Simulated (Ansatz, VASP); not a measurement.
## Two plane-wave programs on InP

```
In P
1.0
     0.00000    2.93050    2.93050
     2.93050    0.00000    2.93050
     2.93050    2.93050    0.00000
In P
1 1
Cartesian
  0.0000 0.0000 0.0000
  4.3957 4.3957 4.3957
```

Alike in both runs: task single point; functional PBE; k mesh 8 × 8 × 8; occupations gaussian, width 0.014 eV; no spin polarisation.

```csv
,VASP,Ansatz
version,VASP 6.6.1,Ansatz 0.2.0
potentials or method,"VASP PAW PBE potentials, release 64 (In_d, P)",Ansatz PAW
plane-wave cutoff (eV),520,420
valence electrons in the cell,18,18
```

```csv
,VASP,Ansatz,Ansatz less VASP
gap on the k mesh at the Fermi level (eV),0.71,0.72,+0.003
least direct gap on the mesh (eV),0.71,0.72,+0.003
pressure (GPa),3.3,3.3,+0.07
```

The functional is the same, so the differences come from potentials, cutoffs and numerics.

Caveats: spin-orbit coupling is left out, which moves the levels of the heavy elements. A hybrid or GW would open this gap; PBE tends to underestimate it.
